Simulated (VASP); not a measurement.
# CaSe (Fm-3m) in VASP: further runs

The runs below take CaSe through single point, with r2SCAN.

Program: VASP 6.6.1. These are calculated values, not measurements. Logs are shortened: lines on timing, memory, paths and dates and some standing lists are left out, and cuts for length are marked.

**1. The structure**

Symmetry: Fm-3m, No. 225, cubic system. The conventional cell has a = 5.912 Å, b = 5.912 Å, c = 5.912 Å, α = 90.00°, β = 90.00°, γ = 90.00°. Se (site symmetry m-3m) is surrounded by 6 Ca at 2.96 Å. Ca (site symmetry m-3m) has 6 Se at 2.96 Å as nearest neighbours.

**2. Single point, r2SCAN**

INCAR reads:

```
ADDGRID = F ; ALGO = Normal
EDIFF = 1E-6 ; ENCUT = 450
ISIF = 2 ; ISMEAR = 0
LASPH = T ; LCHARG = F
LMIXTAU = T ; LREAL = F
LWAVE = F ; METAGGA = R2SCAN
NBANDS = 15 ; NELM = 100
PREC = Accurate ; SIGMA = 0.05
```

KPOINTS reads:

```
k-points
0
Gamma
  6 6 6
```

POSCAR reads:

```
CaSe
1.0
    0.0000000000      2.9560000000      2.9560000000
    2.9560000000      0.0000000000      2.9560000000
    2.9560000000      2.9560000000      0.0000000000
Se Ca
1 1
Direct
    0.5000000000      0.5000000000      0.5000000000
    0.0000000000      0.0000000000      0.0000000000
```

Potentials or basis: VASP PAW PBE potentials, release 64 (Se, Ca_sv).

On the command line:

```console
$ cat potpaw_PBE.64/Se/POTCAR potpaw_PBE.64/Ca_sv/POTCAR > POTCAR
$ mpirun -np 1 vasp_std > vasp.out
```

OUTCAR:

```text
EDIFF = 1E-6
   ENCUT = 450
   ISIF = 2
   ISMEAR = 0
   LASPH = T
   LREAL = F
   METAGGA = R2SCAN
   NELM = 100
   PREC = Accurate

 Found     16 irreducible k-points:

 Following reciprocal coordinates:
            Coordinates               Weight
  0.000000  0.000000  0.000000      1.000000
  0.166667  0.000000  0.000000      8.000000
  0.333333  0.000000  0.000000      8.000000
  0.500000  0.000000  0.000000      4.000000
  0.166667  0.166667  0.000000      6.000000
  0.333333  0.166667  0.000000     24.000000
   k-points           NKPTS =     16   k-points in BZ     NKDIM =     16   number of bands    NBANDS=     15
   number of dos      NEDOS =    301   number of ions     NIONS =      2
   total plane-waves  NPLWV =  27000
   dimension x,y,z NGX =    30 NGY =   30 NGZ =   30
   dimension x,y,z NGXF=    60 NGYF=   60 NGZF=   60
   ions per type =               1   1
   NGX,Y,Z   is equivalent  to a cutoff of  11.93, 11.93, 11.93 a.u.
   NGXF,Y,Z  is equivalent  to a cutoff of  23.86, 23.86, 23.86 a.u.
 SYSTEM =  unknown system
   PREC   = accura    normal or accurate (medium, high low for compatibility)
   ISTART =      0    job   : 0-new  1-cont  2-samecut
   ICHARG =      2    charge: 1-file 2-atom 10-const
   ISPIN  =      1    spin polarized calculation?
   LNONCOLLINEAR =      F non collinear calculations
   LSORBIT =      F    spin-orbit coupling
   LASPH  =      T    aspherical Exc in radial PAW
   ENCUT  =  450.0 eV  33.07 Ry    5.75 a.u.   7.23  7.23  7.23*2*pi/ulx,y,z
   NELM   =    100;   NELMIN=  2; NELMDL= -5     # of ELM steps
   EDIFF  = 0.1E-05   stopping-criterion for ELM
   LREAL  =      F    real-space projection
   EDIFFG = 0.1E-04   stopping-criterion for IOM
   NSW    =      0    number of steps for IOM
   IBRION =     -1    ionic relax: 0-MD 1-quasi-New 2-CG
   NFREE  =      0    steps in history (QN), initial steepest desc. (CG)
   ISIF   =      2    stress and relaxation
   ISYM   =      2    0-nonsym 1-usesym 2-fastsym
   POTIM  = 0.5000    time-step for ionic-motion
   TEBEG  =    0.0;   TEEND  =   0.0 temperature during run
   PSTRESS=    0.0 pullay stress
   NELECT =      16.0000    total number of electrons
   NUPDOWN=      -1.0000    fix difference up-down
   EMIN   =  10.00;   EMAX   =-10.00  energy-range for DOS
   EFERMI =   0.00;   METHOD = LEGACY
   ISMEAR =     0;   SIGMA  =   0.05  broadening in eV -4-tet -1-fermi 0-gaus
   EFERMI_NEDOS =   21; number of points for ismear=-14 and -15
   IALGO  =     38    algorithm
   IMIX   =      4    mixing-type and parameters
     AMIX     =   0.40;   BMIX     =  1.00
     AMIX_MAG =   1.60;   BMIX_MAG =  1.00
  volume/ion in A,a.u.               =      25.83       174.30
  Fermi-wavevector in a.u.,A,eV,Ry     =   1.107645  2.093145 16.692666  1.226876
  Thomas-Fermi vector in A             =   2.244161
   LORBIT       =      0    0 simple, 1 ext, 2 COOP (PROOUT), +10 PAW based schemes
   METAGGA = R2SCAN    functional components
   LHFCALC =     F    Hartree Fock is set to
   AEXX    =    0.0000 exact exchange contribution
   IVDW    =     0    specifies the selected vdW correction
   LEPSILON=     F    determine dielectric tensor
   LRPA    =     F    only Hartree local field effects (RPA)
 non-spin polarized calculation
 Gauss-broadening in eV      SIGMA  =   0.05
  energy-cutoff  :      450.00
  volume of cell :       51.66
 maximum number of plane-waves:      1139
 NGX is ok and might be reduce to    30
   NGX = 15   NGY = 15   NGZ = 15

 number of electron      15.9999998 magnetization

 Free energy of the ion-electron system (eV)
  ---------------------------------------------------
  ext. energy  EPLUGINS =         0.00000000
  ---------------------------------------------------
  free energy    TOTEN  =       -25.97510971 eV

  energy without entropy =      -25.97510971  energy(sigma->0) =      -25.97510971

 E-fermi :   2.4484     XC(G=0):  -9.5883

 val. band max:        2.1964015057   @ k =   0.0000   0.0000   0.0000
 cond. band min:       4.6849372384   @ k =   0.5000   0.5000   0.0000
 fundamental gap:      2.4885357327
 Fermi energy:         2.4484184240

 k-point     1 :       0.0000    0.0000    0.0000
  band No.  band energies     occupation
      1     -39.0956      2.00000
      2     -19.2070      2.00000
      3     -19.2070      2.00000
      4     -19.2069      2.00000
      5     -10.0034      2.00000
      6       2.1964      2.00000
      7       2.1964      2.00000
      8       2.1964      2.00000
      9       6.3435      0.00000
     10       6.4212      0.00000
     11       6.4213      0.00000
     12       6.4213      0.00000
     13       7.0211      0.00000
     14       7.0211      0.00000
     15      12.6805      0.00000

 k-point     2 :       0.1667    0.0000    0.0000
  band No.  band energies     occupation
      1     -39.0939      2.00000
      2     -19.2370      2.00000
      3     -19.2088      2.00000
      4     -19.2087      2.00000
      5      -9.8365      2.00000
      6       1.0554      2.00000
      7       1.8163      2.00000
      8       1.8163      2.00000
      9       6.4082      0.00000
     10       6.7932      0.00000
     11       6.7933      0.00000
     12       7.7234      0.00000
     13       7.7271      0.00000
     14       7.7271      0.00000
     15      12.7278      0.00000

 k-point     3 :       0.3333    0.0000    0.0000
  band No.  band energies     occupation
      1     -39.0905      2.00000
      2     -19.2957      2.00000
      3     -19.2124      2.00000
      4     -19.2123      2.00000
      5      -9.4750      2.00000
      6      -0.4670      2.00000
      7       1.2383      2.00000
      8       1.2383      2.00000
      9       6.7248      0.00000
     10       7.6572      0.00000
     11       7.6572      0.00000
     12       8.9808      0.00000
     13       9.2309      0.00000
     14       9.2309      0.00000
     15      12.4431      0.00000

 k-point     4 :       0.5000    0.0000    0.0000
  band No.  band energies     occupation
      1     -39.0888      2.00000
      2     -19.3245      2.00000
      3     -19.2141      2.00000
      4     -19.2141      2.00000
      5      -9.2764      2.00000
      6      -1.0889      2.00000
      7       1.0025      2.00000
      8       1.0025      2.00000
      9       7.3202      0.00000
     10       8.2976      0.00000
     11       8.3181      0.00000
     12       8.3181      0.00000
     13      10.3697      0.00000
     14      10.3697      0.00000
     15      10.9255      0.00000

 k-point     5 :       0.1667    0.1667    0.0000
  band No.  band energies     occupation
      1     -39.0933      2.00000
      2     -19.2335      2.00000
      3     -19.2152      2.00000
      4     -19.2152      2.00000
      5      -9.7991      2.00000
      6       0.8009      2.00000
      7       1.8368      2.00000
      8       1.8368      2.00000
      9       5.8583      0.00000
     10       6.9880      0.00000
     11       7.2017      0.00000
     12       7.3494      0.00000
     13       7.3494      0.00000
     14       9.1570      0.00000
     15      13.1540      0.00000

 k-point     6 :       0.3333    0.1667    0.0000
  band No.  band energies     occupation
      1     -39.0905      2.00000
      2     -19.2745      2.00000
      3     -19.2211      2.00000
      4     -19.2198      2.00000
      5      -9.5426      2.00000
      6      -0.1206      2.00000
      7       1.2228      2.00000
      8       1.4200      2.00000
      9       5.9557      0.00000
     10       7.7117      0.00000
     11       7.7479      0.00000
     12       8.3177      0.00000
     13       8.3691      0.00000
     14      10.4967      0.00000
     15      11.5572      0.00000

 [... further k-points ...]
[... 5 lines left out ...]
  --------------------------------------------------------------------------------------
  -------------------------------------------------------------------------------------
  Total        0.2578850      0.2578850      0.2578850     -0.0000000      0.0000000      0.0000000
  in kB        7.9982204      7.9982204      7.9982204     -0.0000000      0.0000000      0.0000000
  external PRESSURE =       7.9982204 kB  Pullay stress =       0.0000000 kB

 VOLUME and BASIS-vectors are now :
 -----------------------------------------------------------------------------
  energy-cutoff  :      450.00
  volume of cell :       51.66
      direct lattice vectors                 reciprocal lattice vectors
     0.000000000  2.956000000  2.956000000    -0.169147497  0.169147497  0.169147497
     2.956000000  0.000000000  2.956000000     0.169147497 -0.169147497  0.169147497
     2.956000000  2.956000000  0.000000000     0.169147497  0.169147497 -0.169147497

 POSITION                                       TOTAL-FORCE (eV/Angst)
 -----------------------------------------------------------------------------------
      2.95600      2.95600      2.95600         0.000000     -0.000000     -0.000000
      0.00000      0.00000      0.00000        -0.000000      0.000000      0.000000
 -----------------------------------------------------------------------------------
    total drift:                               -0.000000      0.000000      0.000000

  FREE ENERGIE OF THE ION-ELECTRON SYSTEM (eV)
  ---------------------------------------------------
  free  energy   TOTEN  =       -25.9751097093 eV

  energy  without entropy=      -25.9751097093  energy(sigma->0) =      -25.97510971
```

It took 42 s on 1 thread of Intel Xeon Platinum 8488C (Sapphire Rapids), shared host; peak memory 0.17 GiB.

The run converged, but some of its settings lie outside the range that counts as converged, so its numbers aren't taken as properties of the crystal.

What came out:

```
Free energy            : -25.9751 eV
Pressure               : 0.8 GPa
Band gap on the k mesh : 2.49 eV, indirect (least direct gap 3.44 eV)
```

Caveat: the PAW data sets were made with another functional, which shifts forces and pressure a little.

**3. Single point, r2SCAN**

INCAR is that of step 2.

KPOINTS is that of step 2.

POSCAR reads:

```
CaSe
1.0
    0.0000000000      2.9560000000      2.9560000000
    2.9560000000      0.0000000000      2.9560000000
    2.9560000000      2.9560000000      0.0000000000
Se Ca
1 1
Direct
    0.5137070000      0.4880300000      0.5023060000
    0.0084580000     -0.0027510000     -0.0091450000
```

Potentials or basis: VASP PAW PBE potentials, release 64 (Se, Ca_sv).

On the command line:

```console
$ cat potpaw_PBE.64/Se/POTCAR potpaw_PBE.64/Ca_sv/POTCAR > POTCAR
$ mpirun -np 1 vasp_std > vasp.out
```

It took 4.9 min on 1 thread of Intel Xeon Platinum 8488C (Sapphire Rapids), shared host; peak memory 0.22 GiB.

The run converged, but some of its settings lie outside the range that counts as converged, so its numbers aren't taken as properties of the crystal.

Results:

```yaml
Free_energy: -25.9706 eV
Pressure: 0.9 GPa
Largest_force: 0.176 eV/Å
Band_gap_on_the_k_mesh: 2.49 eV, indirect (least direct gap 3.44 eV)
```

Caveat: the PAW data sets were made with another functional, which shifts forces and pressure a little.

**4. For comparison**

An earlier run on the cell as given: functional PBEsol; potentials or basis VASP PAW PBE potentials, release 64 (Se, Ca_sv); cutoff 520 eV; k mesh 8 × 8 × 8; occupations fermi-dirac, width 0.05 eV; no spin polarisation.

* Pressure: -0.9 GPa
* Band gap on the k mesh: 1.92 eV, indirect (least direct gap 2.87 eV)
